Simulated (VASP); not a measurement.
Set up this calculation in VASP 6.6.1, as the native input.

```yaml
Task: single point
Functional: PBEsol
Potentials_or_basis: VASP PAW PBE potentials, release 64 (Cd, Se)
Cutoff: 700 eV
k_mesh: 9 × 9 × 6
Occupations: gaussian, width 0.02 eV
Spin: no spin polarisation
Further_INCAR_settings: ALGO = Normal; EDIFF = 1e-06; NBANDS = 26
```

The structure of CdSe lies in POSCAR:

```
CdSe
1.0
    4.3106900000      0.0000000000      0.0000000000
   -2.1553500000      3.7331700000      0.0000000000
    0.0000000000      0.0000000000      7.0318800000
Cd Se
2 2
Direct
    0.6666700000      0.3333300000      0.4999600000
    0.3333300000      0.6666700000      0.9999600000
    0.6666700000      0.3333300000      0.8759000000
    0.3333300000      0.6666700000      0.3759000000
```

The cell is a database's computed one.

The input as run:

INCAR

```
SYSTEM = CdSe
PREC = Accurate
ENCUT = 700
EDIFF = 1E-6
ISMEAR = 0
SIGMA = 0.02
LREAL = .False.
LASPH = .True.
NELM = 100
ALGO = Normal
ISIF = 2
LWAVE = .False.
LCHARG = .True.
GGA = PS
LELF = .True.
LVHAR = .True.
NBANDS = 26
```

KPOINTS

```
regular mesh
0
Gamma
  9 9 6
  0 0 0
```

Potentials or basis: VASP PAW PBE potentials, release 64 (Cd, Se).

Command:

```sh
$ cat potpaw_PBE.64/Cd/POTCAR potpaw_PBE.64/Se/POTCAR > POTCAR
$ mpirun -np 1 vasp_std > vasp.out
```

It gave:

The pressure is 0.0 GPa and the largest force is 0.004 eV/Å. The band gap on the k mesh is 0.53 eV, direct.

Caveat: the PAW data sets were made with another functional, which shifts forces and pressure a little.

It took 4.7 min on 1 thread of Intel(R) Xeon(R) 6975P-C (Granite Rapids) (shared host), peak memory 0.58 GiB.
